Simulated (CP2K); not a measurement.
# Sn: equation of state with r2SCAN

Crystal: Sn.

```
CELL_PARAMETERS angstrom
3.28163 0.00000 0.00000
-1.09388 3.09395 0.00000
-1.09388 -1.54698 2.67944
ATOMIC_POSITIONS crystal
Sn 0.00000 0.00000 0.00000
```

This isn't the form of Sn at room conditions, which is tetragonal (white tin).

- Program: CP2K 2026.2
- Task: equation of state
- Functional: r2SCAN
- Potentials or basis: POTENTIAL_UZH Sn GTH-SCAN-q4; TZVP-MOLOPT-SCAN-GTH basis
- Density cutoff: 9184 eV
- k mesh: 10 × 10 × 10
- Occupations: fermi-dirac, width 0.05 eV
- Spin: no spin polarisation

- Equilibrium volume: 24.69 Å³/atom (rough: see the caveat)
- Bulk modulus: 57 GPa (rough)

Energy against volume, from the lowest point:
```
volume (Å³/atom)  energy (meV/atom)
          25.573               0.00
          26.117               7.75
          26.661              18.29
          27.205              31.35
          27.749              46.52
          28.293              63.51
          28.837              81.97
```

All runs of the series together: 2.9 min on 1 thread of Intel(R) Xeon(R) Platinum 8375C CPU @ 2.90GHz (Ice Lake), on a shared host.

Caveat: the minimum lies outside the volumes run; the basis of atomic orbitals isn't converged, which shifts pressures, moduli and gaps.
